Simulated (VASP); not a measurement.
Crystal: LiH.

```xyz
2
Lattice="0.0000 2.0368 2.0368 2.0368 0.0000 2.0368 2.0368 2.0368 0.0000" Properties=species:S:1:pos:R:3 pbc="T T T"
Li    0.0000    0.0000    0.0000
H     2.0368    2.0368    2.0368
```

- Program: VASP 6.6.1
- Task: relaxation of cell and atoms
- Functional: PBEsol
- Potentials or basis: VASP PAW PBE potentials, release 64 (Li_sv, H)
- Cutoff: 600 eV
- k mesh: 12 × 12 × 12
- Occupations: gaussian, width 0.03 eV
- Spin: no spin polarisation

At the start: pressure -2.4 GPa; volume 8.45 Å³/atom.

Where does the relaxation end?

Over 3 steps the energy falls by 4.9 meV/atom and the volume is 7.83 Å³/atom (-7.3 %); space group Fm-3m (No. 225, to 0.05 Å).

Step by step:
```tsv
step	energy change (eV)	largest force (eV/Å)	pressure (GPa)	volume (Å³)
1	0.0000	0.0000	-2.45	16.90
2	-0.0042	0.0000	-1.88	16.58
3	-0.0097	0.0000	0.05	15.67
```

Final structure:
```xyz
2
Lattice="0.0000 1.9860 1.9860 1.9860 0.0000 1.9860 1.9860 1.9860 0.0000" Properties=species:S:1:pos:R:3 pbc="T T T"
Li    0.0000    0.0000    0.0000
H     1.9860    1.9860    1.9860
```

Caveat: the cutoff is under 1.25 times the usual one of these potentials, so pressure, stress and relaxed cells hold a basis-set (Pulay) error; the PAW data sets were made with another functional, which shifts forces and pressure a little.
